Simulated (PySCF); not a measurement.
The vertical singlet excitations below were computed for one of the candidates. Theory: PySCF, TDDFT CAM-B3LYP/def2-SVPD, vertical, gas phase, core orbitals frozen in the response. Geometries: GFN2-xTB, one conformer each.

```
state  λ (nm)       f
   S1   168.6   0.071
   S2   164.6   0.415
   S3   156.6  0.0014
   S4   152.0  0.0012
   S5   151.6   0.013
   S6   142.9   0.026
   S7   139.0  0.0027
   S8   131.7  0.0037
```

**Question.** Which structure fits? All have the formula C4H8.
A. `CC1CC1`
B. `C1CCC1`
C. `C/C=C\C`
D. `C=CCC`

**Answer.** D. Its S1 lies at 7.36 eV; the nearest of the others has S1 at 7.86 eV. S1 is HOMO→LUMO+1 (43%), HOMO→LUMO (39%). Löwdin shares by element: HOMO carbon 86%; LUMO carbon 65% (atoms not listed hold the other 35%). At the same level the other candidates give, for their lowest levels:
- `C1CCC1`: 149 nm (f 0.060 summed over 2 states); 147 nm (f 0.000); 139 nm (f 0.000 summed over 3 states) [of 8 roots; the last level is left out, as the window may have cut its degenerate partner]; T1 8.09 eV; HOMO -9.94, LUMO 1.54 eV
- `C/C=C\C`: 184 nm (f 0.004); 166 nm (f 0.019); 165 nm (f 0.511); 160 nm (f 0.000); 148 nm (f 0.000); T1 4.49 eV; HOMO -8.27, LUMO 1.54 eV
- `CC1CC1`: 158 nm (f 0.010); 152 nm (f 0.006); 148 nm (f 0.012); 144 nm (f 0.013); 143 nm (f 0.000); T1 7.70 eV; HOMO -9.34, LUMO 1.62 eV

Shape of the structure used: `[CH2:1]=[CH:2][CH2:3][CH3:4]`: C1–C2–C3–C4 118°.
Triplets come from the Tamm–Dancoff approximation.
